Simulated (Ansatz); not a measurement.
The system is CuO (Tenorite).

```
Cu O
1.0
     2.34465   -1.71340    0.00000
     2.34465    1.71340    0.00000
    -0.86055    0.00000    5.05944
Cu O
2 2
Direct
  0.49680 0.00320 0.50000
  0.00320 0.49680 0.00000
  0.40560 0.57140 0.75370
  0.57140 0.40560 0.25370
```

```yaml
Program: Ansatz 0.2.0
Task: single point
Functional: PBEsol
Potentials_or_basis: all-electron LAPW, scalar-relativistic
Cutoff: 461 eV (chosen from the basis error)
Basis_error_allowed: 0.001 eV/atom
k_mesh: 10 × 10 × 5
Occupations: fermi-dirac, width 0.05 eV
Spin: no spin polarisation
```

On this cell: pressure -2.7 GPa; largest force 0.757 eV/Å; band gap on the k mesh none (metal or under the smearing width).

The same run follows on a disturbed copy (atoms moved at random, drawn with an rms of 0.05 Å):

```xyz
4
Lattice="2.3447 -1.7134 0.0000 2.3447 1.7134 0.0000 -0.8606 0.0000 5.0594" Properties=species:S:1:pos:R:3 pbc="T T T"
Cu    0.7361   -0.8836    2.5056
Cu    1.2041    0.8387   -0.0138
O     1.6374    0.3040    3.8502
O     2.1001   -0.2780    1.3060
```

Question: What changes?

Answer: The energy (extrapolated to zero smearing) moves by +18.8 meV/atom; pressure -1.9 GPa; largest force 1.555 eV/Å; band gap on the k mesh none (metal or under the smearing width).

Forces in eV/Å, atoms in the order of the input:
```
Cu  -0.207  0.226  0.822
Cu  -1.065  0.488  0.771
O    0.864 -0.826 -0.994
O    0.408  0.112 -0.599
```

Stress tensor (GPa, compression positive):
```
-1.75  0.01 -2.08
 0.01 -0.34  0.66
-2.08  0.66 -3.61
```

Caveats: the run has no spin polarisation, though such a crystal can be magnetic; semilocal functionals often make such compounds metallic where correlation or magnetic order opens a gap, which also shifts bond lengths.
